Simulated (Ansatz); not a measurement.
Below is a relaxed structure of Fe3Pt2. The cell was found from a structure generator's guess, not taken from experiment.

The calculation used DFT PBE, scalar-relativistic, plane waves, PAW in Ansatz. Cutoff 420 eV, Γ-centred mesh, Gaussian smearing, collinear spin.

```cif
data_structure
_symmetry_space_group_name_H-M 'P 1'
_symmetry_Int_Tables_number 1
_cell_length_a 10.6835
_cell_length_b 10.6835
_cell_length_c 10.6835
_cell_angle_alpha 14.752
_cell_angle_beta 14.752
_cell_angle_gamma 14.752
_cell_volume 68.85
loop_
_atom_site_label
_atom_site_type_symbol
_atom_site_fract_x
_atom_site_fract_y
_atom_site_fract_z
_atom_site_occupancy
Fe1 Fe 0.10569 0.10569 0.10569 1
Fe2 Fe 0.89431 0.89431 0.89431 1
Fe3 Fe 0.50000 0.50000 0.50000 1
Pt1 Pt 0.70581 0.70581 0.70581 1
Pt2 Pt 0.29419 0.29419 0.29419 1
```

The zero of energy is the elements' standard structures at the same level; no fitted shifts are applied.

(1) What space group does it have?

(2) How far does it lie from the elements in energy?

(3) Is it a metal?

(4) Which magnetic moments does it keep?

## Answers

(1) R-3m (No. 166), with Fe and Pt ordered on fcc sites. Conventional cell: a = 2.743 Å, c = 31.697 Å. Around Fe on a site of symmetry 3m lie 3 Fe at 2.50 Å, 3 Pt at 2.64 Å and 6 Fe at 2.74 Å; Fe on a site of symmetry -3m has 6 Fe at 2.50 Å and 6 Fe at 2.74 Å; Pt is surrounded by 3 Fe at 2.64 Å, 6 Pt at 2.74 Å and 3 Pt at 2.94 Å.

(2) −0.02 eV/atom. The formation energy is too near zero to say whether this cell lies below the elements.

(3) Yes, bands cross the Fermi level on the 18×18×18 mesh.

(4) 1.79 μB per atom net, the space between the atoms included; by site: Fe 2.9 (×2), 2.6; Pt 0.3 (×2) μB.

The last run used collinear spin, an 18×18×18 mesh for its 5-atom cell and Gaussian smearing of 0.10 eV. The k mesh leaves some 4 meV/atom of noise in the energy of each metallic cell. These runs have no spin–orbit coupling, which can matter for Pt. Another magnetic order may lie lower. A structure relaxed within its symmetry needn't be a true minimum.
